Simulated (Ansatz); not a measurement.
Cu2O (Cuprite) under changes of volume

One of the cells (12.885 Å³/atom); the others are scaled copies at fixed shape and fractional positions:

```xyz
6
Lattice="4.2600 0.0000 0.0000 0.0000 4.2600 0.0000 0.0000 0.0000 4.2600" Properties=species:S:1:pos:R:3 pbc="T T T"
Cu    3.1950    1.0650    3.1950
Cu    3.1950    3.1950    1.0650
Cu    1.0650    3.1950    3.1950
Cu    1.0650    1.0650    1.0650
O     2.1300    2.1300    2.1300
O     0.0000    0.0000    0.0000
```

| Quantity | Value |
| --- | --- |
| Program | Ansatz 0.2.0 |
| Functional | RPBE |
| Potentials or basis | Ansatz PAW |
| Cutoff | 420 eV (not typed: the program's choice for these potentials) |
| k mesh | 6 × 6 × 6 |
| Occupations | fermi-dirac, width 0.05 eV |
| Spin | no spin polarisation |

```csv
volume (Å³/atom),energy over the lowest point (meV/atom),pressure (GPa),gap on the mesh (eV)
12.112,77.10,17.0,0.68
12.369,52.70,13.5,0.63
12.627,33.61,10.4,0.58
12.885,19.23,7.6,0.54
13.142,9.15,5.0,0.50
13.400,?,?,?
13.658,0.00,0.8,0.42
```

Problem. What does the run at 13.400 Å³/atom give?

Solution. Energy over the lowest point 2.88 meV/atom; pressure 2.8 GPa; gap on the mesh 0.46 eV.

Worked out: A Birch-Murnaghan fit of order 3 (a polynomial in V^(-2/3)) to the other rows has its minimum at 13.77 Å³/atom, just outside them, with B0 = V·E''(V) = 97 GPa and B' = 4.9. It gives 2.87 meV/atom at 13.400 Å³/atom, against the run's 2.88, and -dE/dV = 2.8 GPa, against 2.8. A straight line through the other rows of the gap, of slope -2.15 eV per unit of ln V (its deformation potential), gives 0.46 eV, against the run's 0.46.

Energies are extrapolated to zero smearing.

Caveats: the PAW data sets come from PBE, with cores solved anew for the run's functional, which leaves a small shift of forces and pressure.

A mesh can miss the band edges.
